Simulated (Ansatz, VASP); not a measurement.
Two plane-wave programs on HfN

The input INCAR:

```
ALGO     = Normal         # electronic algorithm
EDIFF    = 1E-6           # SCF threshold, eV
ENCUT    = 520            # plane-wave cutoff, eV
GGA      = PS             # functional
ISIF     = 2              # what is computed and relaxed
ISMEAR   = 0              # smearing method
LASPH    = True           # aspherical terms in the spheres
LCHARG   = False          # write CHGCAR
LREAL    = False          # projectors in reciprocal space
LWAVE    = False          # write WAVECAR
NBANDS   = 14             # bands
NELM     = 100            # most SCF steps
PREC     = Accurate       # precision mode
SIGMA    = 0.15           # smearing width, eV
```

KPOINTS

```
k-points
0
Gamma
  16 16 16
```

File POSCAR:

```
HfN
1.0
    0.0000000000      2.6512077600      2.4548220000
    2.6512077600      0.0000000000      2.4548220000
    2.6512077600      2.6512077600      0.0000000000
Hf N
1 1
Direct
    0.0000000000      0.0000000000      0.0000000000
    0.7500000000      0.7500000000      0.7500000000
```

Input for Ansatz:

```yaml
crystal:
  lattice:
    - [0.0, 2.65120776, 2.454822]
    - [2.65120776, 0.0, 2.454822]
    - [2.65120776, 2.65120776, 0.0]
  atoms:
    - { symbol: Hf, position: [0.0, 0.0, 0.0] }
    - { symbol: "N", position: [0.75, 0.75, 0.75] }
basis:
  ecutwfc: 420
kpoints:
  mp_grid: { grid: [16, 16, 16] }
hamiltonian:
  xc: pbesol
scf:
  occupations: { method: gaussian, width: 0.15 }
output:
  forces: true
  stress: true
  eigenvalues: true
```

Change from the starting cell: strain +0.080 along x and y, +0.000 along z, atoms carried along.

Alike in both runs: task single point; functional PBEsol; k mesh 16 × 16 × 16; occupations gaussian, width 0.15 eV; no spin polarisation.

```csv
,VASP,Ansatz
version,VASP 6.6.1,Ansatz 0.2.0
potentials or method,"VASP PAW PBE potentials, release 64 (Hf_pv, N)","scalar-relativistic, plane waves, PAW"
plane-wave cutoff (eV),520,420
valence electrons in the cell,15,31
```

|  | VASP | Ansatz | Ansatz less VASP |
| --- | --- | --- | --- |
| gap on the k mesh at the Fermi level (eV) | none | none | - |
| pressure (GPa) | -26.4 | -25.5 | +0.93 |
| largest component of the traceless stress (GPa) | 6.77 | 6.74 | -0.032 |

A gap of «none» marks a metal or a gap that the smearing closes. With one functional, cell and mesh, what is left measures potentials, basis and numerics. The two sets of potentials don't hold the same shells in valence.

Caveats: so large a pressure means that the cell lies far from this level's equilibrium, or that cutoff or potentials fall short (VASP); the potentials were made for another functional, which shifts forces and pressure (VASP). Spin-orbit coupling is left out, which matters for the levels of Hf.
